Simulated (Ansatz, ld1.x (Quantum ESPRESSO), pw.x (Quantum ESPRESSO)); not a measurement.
# Os (Z = 76) (sc): variants of one RRKJ potential in the solid

ld1.x (Quantum ESPRESSO) 7.5 input, shortened:

```
&input
   title='Os', zed=76., rel=1, dft='PBE', iswitch=3,
   config='[Xe] 4f14 5d6 5f-2 6s2 6p0'
 /
 &inputp
   pseudotype=2, tm=.false., rho0=0.001, lloc=-1, rcloc=3.45,
   nlcc=.true., new_core_ps=.true.
 /
4
6S  1  0   2.00   0.00  2.45  2.45  0.0
6P  2  1   0.00   0.00  3.70  3.70  0.0
5D  3  2   6.00   0.00  1.40  1.40  0.0
5F  4  3  -2.00   0.20  2.95  2.95  0.0
 &test
   configts(1)='5d6 6s2 6p0'
 /
```

Crystal test: sc Os in pw.x 7.5, no spin, 13³ k-points, Fermi–Dirac smearing 0.01 Ry, cutoffs set for each file from its atomic test. The reference is all-electron LAPW (Ansatz 0.2.0) with the same functional, mesh and smearing; V0 and B0 come from Birch–Murnaghan fits to the pressures at five volumes. Errors are pseudo minus all-electron; Δ is the rms difference of the E(V) curves that follow from these fits, minima aligned, over ±6 % about the mean V0. Mesh and smearing are coarse, so the numbers serve the comparison and aren't converged zero-temperature values; the lattice is a test structure that the element need not adopt.

All-electron: a0 = 2.558 Å (V0 = 16.75 Å³/atom), B0 = 267.5 GPa.

Base: The largest radius (3.70 bohr) exceeds half the bond length (2.42 bohr), so the spheres overlap, which is one possible source of error among others. This is a poor potential for the solid. Atomic configuration tests: 1 of 7 tests not solved or not reliable.

1 further variants are left out: they gave no file fit for a test, a broken result, the same result as the base, or pressures whose basis-set error rivals the error shown.

| change | cutoffs (Ry) | pw.x | a0 (Å) | a0 error (%) | B0 error (%) | Δ (meV/atom) | mean pressure error (GPa) |
| --- | --- | --- | --- | --- | --- | --- | --- |
| base | 120/480 | converged | 2.572 | +0.53 | -3.4 | 15.3 | +4.26 |
| wave 6s (bound): rc 2.45 bohr becomes 6s (bound): rc 3.54 bohr | 120/480 | converged | 2.571 | +0.48 | -3.0 | 13.8 | +3.84 |
| type TM; local potential the d channel; rho0 0 | 85/340 | converged; bound ghost | 2.589 | +1.19 | -10.2 | 32.9 | +8.95 |
| wave 5f channel at 0.2 Ry: rc 2.95 bohr becomes 5f channel at -0.05 Ry: rc 2.95 bohr | 120/480 | converged | 2.572 | +0.51 | -3.4 | 14.8 | +4.12 |

Question: Give the row for: reference 5d6 6s0.5 6p0.

Answer: pw.x: converged; mean pressure error (GPa): +5.54; a0 (Å): 2.576; a0 error (%): +0.68; B0 error (%): -3.9; Δ (meV/atom): 19.8.
